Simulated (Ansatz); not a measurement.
# SiGe: the cost of one run

Computed with Ansatz 0.2.0 (DFT r2SCAN, scalar-relativistic, plane waves, PAW, unless a step's input says otherwise).

1 further run of the same task is left out (set aside as unsound or not needed). Runs told in other sessions of the task aren't counted.

### 1 The system as given

The structure is hexagonal, space group P6_3mc (No. 186). Conventional cell: a = 3.904 Å, b = 3.904 Å, c = 6.454 Å, α = 90.00°, β = 90.00°, γ = 120.00°. Si (site symmetry 3m) is surrounded by 4 Ge at 2.40 to 2.41 Å. Ge (site symmetry 3m) has 4 Si at 2.40 to 2.41 Å in its first shell of neighbours.

Coordinates:

```cif
data_structure
_symmetry_space_group_name_H-M 'P 1'
_symmetry_Int_Tables_number 1
_cell_length_a 3.9044
_cell_length_b 3.9044
_cell_length_c 6.4537
_cell_angle_alpha 90.000
_cell_angle_beta 90.000
_cell_angle_gamma 120.000
_cell_volume 85.20
loop_
_atom_site_label
_atom_site_type_symbol
_atom_site_fract_x
_atom_site_fract_y
_atom_site_fract_z
_atom_site_occupancy
Si1 Si 0.66667 0.33333 0.87447 1
Si2 Si 0.33333 0.66667 0.37447 1
Ge1 Ge 0.66667 0.33333 0.50053 1
Ge2 Ge 0.33333 0.66667 0.00053 1
```

It goes back to an entry of the Materials Project, which need not be the stable form.

This cell was relaxed beforehand with the same method: volume 21.30 Å³/atom, gap on the mesh 0.66 eV.

### 2 The undisturbed cell

The input, input.yaml:

```yaml
crystal:
  lattice:
    - [3.904377643, 0.0, 0.0]
    - [-1.9521888215, 3.3812902248, 0.0]
    - [0.0, 0.0, 6.4536796672]
  atoms:
    - { symbol: Si, position: [0.6666666667, 0.3333333333, 0.8744661518] }
    - { symbol: Si, position: [0.3333333333, 0.6666666667, 0.3744661518] }
    - { symbol: Ge, position: [0.6666666667, 0.3333333333, 0.5005328482] }
    - { symbol: Ge, position: [0.3333333333, 0.6666666667, 0.0005328482] }
basis:
  ecutwfc: 500
kpoints:
  mp_grid: { grid: [12, 12, 4] }
hamiltonian:
  xc: r2scan
scf:
  occupations: { method: gaussian, width: 0.05 }
output:
  forces: true
  stress: true
  eigenvalues: true
  write_density: true
  write_potential: true
  elf: true
  volumetric_format: npy
```

The run is started by

```
ansatz run input.yaml --threads 1 --pin off --max-ram 2560MiB --backend cpu --events-out ev --progress --plain --runs-dir out
```

**Question.** How long does this run take on 1 thread of Intel Xeon at 2.50GHz (Skylake/Cascade Lake), shared host, and how much memory does it need?

About 44 s, with a peak of 0.53 GiB.
